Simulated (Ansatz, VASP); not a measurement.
# One calculation of Rh, two programs

```
Rh
1.0
     0.03803    1.85110    1.84283
     1.91832    0.00000    1.88086
     1.88029    1.85110    0.03803
Rh
1
Direct
  0.00000 0.00000 0.00000
```

Alike in both runs: task single point; functional PBEsol; k mesh 18 × 18 × 18; occupations gaussian, width 0.1 eV; no spin polarisation.

|  | VASP | Ansatz |
| --- | --- | --- |
| version | VASP 6.6.1 | Ansatz 0.2.0 |
| potentials or method | VASP PAW PBE potentials, release 64 (Rh_pv) | scalar-relativistic, plane waves, PAW |
| plane-wave cutoff (eV) | 520 | 420 |
| valence electrons in the cell | 15 | 17 |

|  | VASP | Ansatz | Ansatz less VASP |
| --- | --- | --- | --- |
| gap on the k mesh at the Fermi level (eV) | none | none | - |
| pressure (GPa) | 17.9 | 18.0 | +0.14 |
| largest component of the traceless stress (GPa) | 10.10 | 10.11 | +0.001 |

A gap of «none» marks a metal or a gap that the smearing closes. The two sets of potentials don't hold the same shells in valence.

Caveats: so large a pressure means that the cell lies far from this level's equilibrium, or that cutoff or potentials fall short (VASP); the potentials were made for another functional, which shifts forces and pressure (VASP).
